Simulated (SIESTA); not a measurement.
Runs of SIESTA 5.4.2 on HgTe (Coloradoite). Symmetry: F-43m, No. 216, cubic system. The conventional cell has a = 6.429 Å, b = 6.429 Å, c = 6.429 Å, α = 90.00°, β = 90.00°, γ = 90.00°. Around Hg (site symmetry -43m) lie 4 Te at 2.78 Å. Te (site symmetry -43m) is surrounded by 4 Hg at 2.78 Å. 

```tsv
task	level	potentials or basis	cell	optimiser	force tolerance	energy shift	gap on the mesh (eV)	pressure (GPa)	V0 of scaled cells (Å³/atom)	B0 (GPa)
equation of state	PBEsol	PseudoDojo 0.4 standard (PBEsol files), DZP (energy shift 0.003 Ry; two zetas on semicore shells)	as given	-	-	0.003 Ry	-	-	(c)	48
relaxation of cell and atoms	PBE	PseudoDojo 0.4 standard (PBE files), DZP (energy shift 0.01 Ry)	relaxed	CG	0.01 eV/Å	0.01 Ry	0.36	0.0	-	-
band structure	vdW-DF-C09	PseudoDojo 0.4 standard (PBE files), DZP (energy shift 0.002 Ry)	as given	-	-	0.002 Ry	none	(b)	-	-
band structure	PBE	PseudoDojo 0.4 standard (PBE files), SZP (energy shift 0.002 Ry)	as given	-	-	0.002 Ry	(a)	-1.1	-	-
equation of state	PBEGcGxLO	PseudoDojo 0.4 standard (PBE files), DZP (energy shift 0.002 Ry)	as given	-	-	0.002 Ry	-	-	34.95	47
```

Alike in all rows: no spin polarisation; k mesh 7 × 7 × 7; smearing fermi-dirac 0.05 eV; grid cutoff 800 Ry.

Task: Fill in the values left out.

Result: (a) 1.51; (b) 3.4; (c) 34.80.

Caveats: the valence orbitals were made in a potential fitted to the semicore shell under them, which widens gaps by tenths of an eV or more; the basis of atomic orbitals isn't converged, which shifts pressures, moduli and gaps; semicore shells carry a single zeta, which can move pressures by several GPa and volumes by a few percent (some runs); short orbitals over semicore shells can move pressures by several GPa (some runs); spin-orbit coupling is left out, which moves the levels of the heavy elements (some runs); the potentials were made for another functional, which shifts forces and pressure (some runs); an odd mesh through Γ misses points on the zone boundary, where band edges often lie (some runs).

A k mesh can miss the band edges, and the runs leave out spin-orbit coupling on Hg, Te.

A gap of «none» marks a metal or a gap under the smearing width.

Not every run made on this cell is shown here.
